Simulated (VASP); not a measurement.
## Mg under changes of volume

One of the cells (23.097 Å³/atom); the others are scaled copies at fixed shape and fractional positions:

```
CELL_PARAMETERS angstrom
-1.84815 1.84815 1.69053
1.84815 -1.84815 1.69053
1.84815 1.84815 -1.69053
ATOMIC_POSITIONS crystal
Mg 0.00000 0.00000 0.00000
```

This isn't the form of Mg at room conditions, which is hcp.

| Property | Result |
| --- | --- |
| Program | VASP 6.6.1 |
| Functional | PBE |
| Potentials or basis | VASP PAW PBE potentials, release 64 (Mg) |
| Cutoff | 520 eV |
| k mesh | 11 × 11 × 11 |
| Occupations | fermi-dirac, width 0.05 eV |
| Spin | no spin polarisation |

```tsv
volume (Å³/atom)	energy over the lowest point (meV/atom)	pressure (GPa)
21.286	?	?
21.738	7.33	2.1
22.191	2.62	1.2
23.097	0.00	-0.3
23.550	1.68	-0.9
24.003	5.11	-1.5
```

Task: What does the run at 21.286 Å³/atom give?

Result: Energy over the lowest point 14.65 meV/atom; pressure 3.1 GPa.

Worked out: A Birch-Murnaghan fit of order 3 (a polynomial in V^(-2/3)) to the other rows has its minimum at 22.92 Å³/atom with B0 = V·E''(V) = 36 GPa and B' = 3.9 at fixed shape and positions, which overstates the stiffness. It gives 14.60 meV/atom at 21.286 Å³/atom, against the run's 14.65, and -dE/dV = 3.1 GPa, against 3.1.

Energies are extrapolated to zero smearing.
